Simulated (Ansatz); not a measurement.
# Ni (Im-3m) in Ansatz: settings compared

The runs below take Ni through single point, relaxation of cell and atoms, with RPBE, PBE, PBE+D4+U.

Everything below comes from runs of Ansatz 0.2.0. Logs are shortened: lines on timing, memory, paths and dates and some standing lists are left out, and cuts for length are marked.

**1. The crystal as given**

It takes space group Im-3m (No. 229, cubic). The conventional cell has a = 2.767 Å, b = 2.767 Å, c = 2.767 Å, α = 90.00°, β = 90.00°, γ = 90.00°. Around Ni (site symmetry m-3m) lie 8 Ni at 2.40 Å.

This isn't the form of Ni at room conditions, which is fcc.

**2. Single point, RPBE, collinear spin, ferromagnetic start**

The input, input.yaml:

```yaml
crystal:
  lattice:
    - [-1.38371547, 1.38371547, 1.38371547]
    - [1.38371547, -1.38371547, 1.38371547]
    - [1.38371547, 1.38371547, -1.38371547]
  atoms:
    - { symbol: Ni, position: [0.0, 0.0, 0.0], spin: 1.0 }
kpoints:
  mp_grid: { grid: [13, 13, 13] }
scf:
  occupations: { method: gaussian, width: 0.02 }
hamiltonian:
  xc: rpbe
  pseudopotentials: { kind: all_electron, lapw: { basis_error: 0.001 } }
magnetization:
  spin_polarized: true
output:
  forces: true
  stress: true
  eigenvalues: true
```

Potentials or basis: all-electron LAPW, scalar-relativistic.

Started as:

```bash
ansatz run input.yaml --threads 2 --pin off --max-ram 6144MiB --backend cpu --events-out ev --progress --plain --runs-dir out
```

What it wrote:

```text
Warning: RAYON_NUM_THREADS=2 ignored (pool sized by the plan → 2); use --threads N
LAPW: plane waves up to 9.432 Å⁻¹, error target 1.0e-3 eV per atom; small_component_spin mean_spin; Ni in spheres of 1.198 Å, 18 of its electrons in bands, Dirac shells [] (how accurate: hamiltonian.pseudopotentials.lapw.basis_error, Limitations)
Engine: ansatz 0.2.0, x86_64-unknown-linux-gnu
Pseudopotentials: kind: all_electron
Pseudopotential: Ni, LAPW, valence charge 18, lapw/all_electron/scalar/gaussian/Ni, Koelling and Harmon's equation, gaussian nucleus
Functional definition: RPBE
  parameter kappa = 0.804
  parameter beta = 0.06672455060314922
  exchange = rpbe_x(kappa = kappa, mu = beta*pi^2/3)
  correlation = pbe_c(beta = beta)
Crystal: 1 atoms, lattice volume = 10.597 Å³
Basis set: ecut = 338.91504210420766 eV, 141 PW (Γ), exchange–correlation at level 2
Bands: 14, of which v1, the nominal top of the filled ones, is band 9 counted from 1 (8 counted from 0)
Symmetry: 48 space group operations
Space group: Im-3m (ITA 229), of the structure as read, at distance tolerance 2.2e-5 Å
Magnetic group: BNS 229.140 (UNI 1642), of the structure as read, at distance tolerance 2.2e-5 Å
k-points: 84 of 2197
Non-local potential: Ni, projectors of the file, none
Initial density: superposition of atomic densities (chi_scale 0.1, normalization cell)
Starting moments: Σ|m| = 1 μB on 1 of 1 site
Initial wavefunctions: plane waves of lowest kinetic energy (no species holds an atomic orbital)
Functional: x = rpbe, c = pbe(β = 0.06672455060314922)
iter 1 solved again at ethr=1.84e-6 eV; its pass at ethr=1.00e-1 eV (dr2=3.32e-4 eV) is discarded
SCF iter   1: F=—  HF=-41387.738576 eV  |F-HF|=—  |Δ(HF+E_count)|=         —  Δρ=1.83e-2 (↑1.76e-2 ↓1.83e-2)  dr2=3.09e-4  dr2_m=3.11e-2  M=0.648 μB ∫|m|=0.677 μB  β_m=0.30  ethr=1.84e-6  ⟨swp⟩=4.2  Hψ=20114  notcnv=0
Mixer restart at iter 1: flushing history
preconditioner: auto → none  [metal: Δε(μ)=0.008 eV  Ē_g=17.182 eV  σ=0.020 eV  W_gap=0.20  n_scr=0 (ndim 8)  ℏωp=36.1 eV  f_vac=0.000  D(μ)=2.99/eV (n_scr^D=54)]
iter 2 solved again at ethr=1.15e-7 eV; its pass at ethr=1.72e-6 eV (dr2=2.07e-5 eV) is discarded
SCF iter   2: F=—  HF=-41387.745687 eV  |F-HF|=—  |Δ(HF+E_count)|=   7.11e-3  Δρ=1.31e-2 (↑1.31e-2 ↓1.31e-2)  dr2=2.07e-5  dr2_m=1.66e-2  M=0.636 μB ∫|m|=0.676 μB  β_m=0.65  ethr=1.15e-7  ⟨swp⟩=2.0  Hψ=11625  notcnv=0
SCF iter   3: F=—  HF=-41387.771473 eV  |F-HF|=—  |Δ(HF+E_count)|=   2.58e-2  Δρ=4.18e-3 (↑2.70e-3 ↓4.18e-3)  dr2=1.57e-3  dr2_m=4.75e-4  M=0.586 μB ∫|m|=0.650 μB  β_m=0.48  ethr=1.15e-7  ⟨swp⟩=3.6  Hψ=8608  notcnv=0
SCF iter   4: F=—  HF=-41387.754609 eV  |F-HF|=—  |Δ(HF+E_count)|=   1.69e-2  Δρ=3.06e-4 (↑2.54e-4 ↓3.06e-4)  dr2=5.24e-6  dr2_m=5.19e-6  M=0.593 μB ∫|m|=0.661 μB  β_m=0.56  ethr=1.15e-7  ⟨swp⟩=3.1  Hψ=8360  notcnv=0
SCF iter   5: F=—  HF=-41387.754896 eV  |F-HF|=—  |Δ(HF+E_count)|=         —  Δρ=1.16e-4 (↑6.87e-5 ↓1.16e-4)  dr2=2.48e-7  dr2_m=7.61e-7  M=0.593 μB ∫|m|=0.662 μB  β_m=0.78  ethr=2.91e-8  ⟨swp⟩=2.5  Hψ=6315  notcnv=0
the basis was enlarged: its passes take 607.9 KiB over the memory plan, 2 of 2 planned eigensolver slots
SCF iter   6: F=—  HF=-41387.754929 eV  |F-HF|=—  |Δ(HF+E_count)|=   3.28e-5  Δρ=4.45e-5 (↑4.45e-5 ↓4.41e-5)  dr2=1.03e-8  dr2_m=1.82e-7  M=0.593 μB ∫|m|=0.663 μB  β_m=0.85  ethr=1.38e-9  ⟨swp⟩=3.0  Hψ=6955  notcnv=0
SCF iter   7: F=—  HF=-41387.754929 eV  |F-HF|=—  |Δ(HF+E_count)|=   7.15e-7  Δρ=1.22e-5 (↑1.20e-5 ↓1.22e-5)  dr2=2.51e-10  dr2_m=1.41e-8  M=0.593 μB ∫|m|=0.663 μB  β_m=0.93  ethr=5.71e-11  ⟨swp⟩=3.0  Hψ=7004  notcnv=0
SCF iter   8: F=—  HF=-41387.754930 eV  |F-HF|=—  |Δ(HF+E_count)|=   3.10e-7  Δρ=2.43e-6 (↑2.32e-6 ↓2.43e-6)  dr2=3.38e-12  dr2_m=5.47e-10  M=0.593 μB ∫|m|=0.664 μB  β_m=0.96  ethr=1.39e-12  ⟨swp⟩=3.9  Hψ=7704  notcnv=0
SCF iter   9: F=-41387.754930 eV  HF=-41387.754930 eV  |F-HF|=1.17e-9  |Δ(HF+E_count)|=   3.77e-8  Δρ=8.11e-7 (↑7.99e-7 ↓8.11e-7)  dr2=2.82e-13  dr2_m=6.28e-11  M=0.593 μB ∫|m|=0.664 μB  ethr=1.00e-12  ⟨swp⟩=3.0  Hψ=7024  notcnv=0
SCF 1 converged in 9 iterations: F = -41387.754930 eV  dr2 = 2.82e-13
SCF converged after 9 iterations
Magnetization: 0.5927 μB (9.2963 up, 8.7037 down)
Absolute magnetization: 0.6636 μB (∫|ρ↑−ρ↓|)
Spin contamination: 0.0063 ħ² per cell (⟨S²⟩ above its minimum at these occupations)
Per-site moments (μB) at R_I (Å): [(0.6178221370395907, 1.1983327307729703)]
Free energy (F): -41387.754930 eV
Harris-Foulkes:  -41387.754930 eV  (|F-HF|=1.17e-9)
Internal energy: -41387.754613 eV  (E = F + TS)
E sigma→0 (E₀):  -41387.754771 eV
Entropy (-TS):   -0.000317 eV (-0.317 meV/atom)
Fermi energy:    18.906450 eV
--- Per-component energies (eV) ---
  E_band       = -269.290188
  E_kinetic    = 42053.311539
  E_xc         = -1736.405600
  E_electrostatic = -81704.660553  (all electrons and nuclei)
  E_smearing   = -0.000317  (= −TS)
  E_closure    = 0.000000  (closes the sum)
  E_atoms      = -41381.270808  (free atoms, spherical and without spin; not in F)
  Σ components = -41387.754930   (vs F -41387.754930, Δ=0.00e0)
  Basis errors (estimates in eV, not in F): energy 2.8e-4 per atom: plane waves 2.4e-4 (1.3e-4 summed), levels above the bands 0.0e0, relativity 1.4e-8, radial functions 3.6e-5, core shells 1.6e-9; eigenvalues (radial functions only) 3.7e-5; not estimated: angular momenta, meshes, grids; target (lapw.basis_error) 1.0e-3; muffin-tin radii Ni 1.198 Å
--- Forces (eV/Å), atoms counted from 1 ---
  atom   1  Ni    -0.00000000     0.00000000    -0.00000000
  max |Σ_I F_I| component: 1.08e-30 eV/Å
--- Stress (GPa, compression-positive) ---
       13.435680       0.000000      -0.000000
        0.000000      13.435680      -0.000000
       -0.000000      -0.000000      13.435680
  P = ⅓ Tr σ = 13.4357 GPa (134.357 kbar)
--- Band table (eV; the first three rows and the last of 168) ---
  k-point 0 ↑: bands = ["-84.7175", "-44.8841", "-44.8841", "-44.8841", "9.7626", "16.5034", "16.5034", "16.5034", "17.9914", "17.9914", "45.3764", "45.3764", "45.3764", "50.3568"]
  k-point 1 ↑: bands = ["-84.7151", "-44.8983", "-44.8890", "-44.8840", "10.0120", "16.4455", "16.4987", "16.6184", "17.9334", "17.9960", "43.4933", "44.9013", "45.0511", "48.9843"]
  k-point 2 ↑: bands = ["-84.7086", "-44.9377", "-44.9026", "-44.8838", "10.7370", "16.2871", "16.4661", "16.9463", "17.8162", "18.0114", "39.7887", "43.3747", "44.3883", "46.2297"]
  k-point 83 ↓: bands = ["-83.8645", "-44.3038", "-44.3016", "-44.3016", "14.9093", "14.9217", "19.3602", "19.3602", "19.4265", "27.8794", "29.0339", "29.0339", "34.8234", "35.4619"]
```

It took 6 s on 2 threads of Intel Xeon Platinum 8488C (Sapphire Rapids), shared host; peak memory 0.4 GiB.

What came out:

* Free energy: -41387.7549 eV
* Pressure: 13.4 GPa
* Band gap on the k mesh: none (metal or under the smearing width)
* Net moment: 0.59 μB per cell
* Absolute moment: 0.66 μB per cell
* Site moments: Ni +0.62 μB

Levels at points of the mesh, in eV from the Fermi level:
Spin up:
```
           k point  band 5  band 6  band 7  band 8  band 9  band 10  band 11  band 12  band 13  band 14
(0.00, 0.00, 0.00)   -9.14   -2.40   -2.40   -2.40   -0.92    -0.92    26.47    26.47    26.47    31.45
```
Spin down:
```csv
k point,band 5,band 6,band 7,band 8,band 9,band 10,band 11,band 12,band 13,band 14
"(0.00, 0.00, 0.00)",-9.18,-1.65,-1.65,-1.65,-0.40,-0.40,26.34,26.34,26.34,31.37
```

**3. Single point, PBE, collinear spin, ferromagnetic start**

input.yaml: that of step 2 with these lines changed.

```diff
@@ -12,3 +12,3 @@
 hamiltonian:
-  xc: rpbe
+  xc: pbe
   pseudopotentials: { kind: all_electron, lapw: { basis_error: 0.001 } }
```

Potentials or basis: all-electron LAPW, scalar-relativistic.

Started as:

```bash
ansatz run input.yaml --threads 2 --pin off --max-ram 6144MiB --backend cpu --events-out ev --progress --plain --runs-dir out
```

Wall time 6.3 s (2 threads of Intel Xeon Platinum 8488C (Sapphire Rapids), shared host); peak memory 0.4 GiB.

Results (log left out):

```
Free energy            : -41382.7502 eV
Pressure               : 7.7 GPa
Band gap on the k mesh : none (metal or under the smearing width)
Net moment             : 0.59 μB per cell
Absolute moment        : 0.66 μB per cell
Site moments           : Ni +0.62 μB
```

Levels at points of the mesh, in eV from the Fermi level:
Spin up:
| k point | band 6 | band 7 | band 8 | band 9 | band 10 | band 11 | band 12 | band 13 |
| --- | --- | --- | --- | --- | --- | --- | --- | --- |
| (0.00, 0.00, 0.00) | -2.40 | -2.40 | -2.40 | -0.90 | -0.90 | 26.50 | 26.50 | 26.50 |
Spin down:
| k point | band 6 | band 7 | band 8 | band 9 | band 10 | band 11 | band 12 | band 13 |
| --- | --- | --- | --- | --- | --- | --- | --- | --- |
| (0.00, 0.00, 0.00) | -1.67 | -1.67 | -1.67 | -0.39 | -0.39 | 26.40 | 26.40 | 26.40 |

**4. Relaxation of cell and atoms, PBE+D4+U**

The input, input.yaml:

```yaml
crystal:
  lattice:
    - [-1.38371547, 1.38371547, 1.38371547]
    - [1.38371547, -1.38371547, 1.38371547]
    - [1.38371547, 1.38371547, -1.38371547]
  atoms:
    - { symbol: Ni, position: [0.0, 0.0, 0.0] }
kpoints:
  mp_grid: { grid: [13, 13, 13] }
scf:
  occupations: { method: fermi_dirac, width: 0.02 }
hamiltonian:
  xc: pbe
  dispersion: d4
  pseudopotentials: { kind: all_electron, lapw: { basis_error: 0.001 } }
  hubbard:
    sites: [{ species: Ni, l: d, u_eff: 7 }]
    double_counting: fll
    projectors: ortho-atomic
output:
  forces: true
  stress: true
relax:
  f_tol: 0.01
  max_steps: 60
  cell: {}
```

Started as:

```bash
ansatz run input.yaml --threads 2 --pin off --max-ram 6144MiB --backend cpu --events-out ev --progress --plain --runs-dir out
```

Run time: 8.5 s. Hardware: 2 threads of Intel Xeon Platinum 8488C (Sapphire Rapids), shared host; peak memory 0.34 GiB.

The run converged. Its results:

- Free energy: -41379.9490 eV
- Relaxed volume: 10.54 Å³/atom
- Relaxed cell: a = 2.392 Å, b = 2.392 Å, c = 2.392 Å, α = 109.47°, β = 109.47°, γ = 109.47°
- Space group after relaxing (to 0.05 Å): Im-3m (No. 229)
- Energy gained by relaxing: 0.3 meV/atom
- Ionic steps: 4
- Pressure after relaxing: 0.0 GPa

The path:
```csv
step,energy change (eV),largest force (eV/Å),volume (Å³)
1,0.0000,0.0000,10.60
2,-0.0002,0.0000,10.57
3,-0.0003,0.0000,10.54
4,-0.0003,0.0000,10.54
```

Final structure:
```
CELL_PARAMETERS angstrom
-1.38102 1.38102 1.38102
1.38102 -1.38102 1.38102
1.38102 1.38102 -1.38102
ATOMIC_POSITIONS crystal
Ni 0.00000 0.00000 0.00000
```

Caveat: U is the effective U less J, on atomic orbitals that reach past the spheres; the run has no spin polarisation, though such a crystal can be magnetic; the U is typed as a test and isn't derived for this compound. Spin polarisation is off, so any magnetic state and its effect on volume and gap are missing.

**5. Overview**

| task | level | spin | U | cell | cutoff (eV) | smearing | gap on the mesh (eV) | pressure (GPa) | moment (μB) |
| --- | --- | --- | --- | --- | --- | --- | --- | --- | --- |
| single point | RPBE | collinear, ferromagnetic start | - | as given | 339 | gaussian 0.02 eV | none | 13.4 | 0.59 |
| single point | PBE | collinear, ferromagnetic start | - | as given | 339 | gaussian 0.02 eV | none | 7.7 | 0.59 |
| relaxation of cell and atoms | PBE+D4+U | off | Ni d U = 7 eV | relaxed | - | fermi-dirac 0.02 eV | - | 0.0 | - |

Alike in all rows: potentials or basis all-electron LAPW, scalar-relativistic; k mesh 13 × 13 × 13; basis error allowed 0.001 eV/atom.

Caveats: U is the effective U less J, on atomic orbitals that reach past the spheres (some runs); the U is typed as a test and isn't derived for this compound (some runs).

Compare energies only between runs with the same functional and basis.
